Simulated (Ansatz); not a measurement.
# SrTiO3: pressure against volume

SrTiO3, Pm-3m, a = 3.891 Å. The structure is a COD entry; whether it is the stable form wasn't checked. Ansatz: PBEsol, PAW, 420 eV, Γ-centred 8×8×8 mesh on 5 atoms, Gaussian smearing 0.02 eV; no spin polarisation. Symmetry fixes shape and atoms, so the cell is only scaled; pressure is positive in compression.

```tsv
V (Å³/atom)	P (GPa)
11.076	?
11.429	6.05
11.783	0.00
12.136	-5.15
12.490	-9.54
```

**Question.** Take V0 = 11.783 Å³/atom, fit the third-order Birch–Murnaghan form to the other rows, and predict the missing pressure.

**Answer.** With the Eulerian strain f = ½[(V0/V)^(2/3) − 1] and y = P/[3f(1 + 2f)^(5/2)], the form is the line y = B0 + 1.5 B0 (B0′ − 4) f. Rows (f, y): 0.01027, 186.6; -0.00974, 185.1; -0.01905, 184.0. Means f = -0.006173, y = 185.23; Σ(Δf)² = 0.0004489, ΣΔfΔy = 0.03883; the slope is their ratio. y = 185.8 + 86.50 f GPa, so B0 = 185.8 GPa and B0′ = 4 + 2 × (86.50)/(3 × 185.8) = 4.31. At V = 11.076, f = 0.02106, y = 187.62 and P = 13.14 GPa. The run gave 13.17 GPa, so the fit is 0.03 GPa too low, a small miss on the scale of the series. The form still works here, 33 % of the fitted range beyond its end.

Symmetry holds off the tilts and polar distortions that many cubic perovskites undergo.